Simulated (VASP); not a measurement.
CaF2, 3 atoms in the cell. The structure is orthorhombic, space group Immm (No. 71). Conventional cell: a = 3.814 Å, b = 3.911 Å, c = 5.463 Å, α = 90.00°, β = 90.00°, γ = 90.00°. Ca (site symmetry mmm) has 8 F at 2.35 to 2.39 Å as nearest neighbours. F (site symmetry mm2) is surrounded by 4 Ca at 2.35 to 2.39 Å.  The cell isn't the ideal one: strain +0.0250 x Voigt [0, 0, 0, 1, 0, 0], atoms carried along.

* Program: VASP 6.6.1
* Task: single point
* Functional: PBEsol
* Potentials or basis: VASP PAW PBE potentials, release 64 (Ca_sv, F)
* Cutoff: 520 eV
* k mesh: 8 × 8 × 8
* Occupations: gaussian, width 0.05 eV
* Spin: no spin polarisation
* Dipole correction: no
* Further INCAR settings: ALGO = Fast; EDIFF = 1e-06; NBANDS = 19

Potentials or basis: VASP PAW PBE potentials, release 64 (Ca_sv, F).

The run is started by

```console
$ cat potpaw_PBE.64/Ca_sv/POTCAR potpaw_PBE.64/F/POTCAR > POTCAR
$ mpirun -np 1 vasp_std > vasp.out
```

Hardware: 1 thread of AMD EPYC 7R43 64-Core Processor (Zen 3), with other jobs on the host.

Task: How long does it take, and how much memory?

Result: Wall time 2.1 min on 1 thread of AMD EPYC 7R43 64-Core Processor (Zen 3), on a shared host, peak memory 0.17 GiB. Counts: scf iterations 17, k points 95.
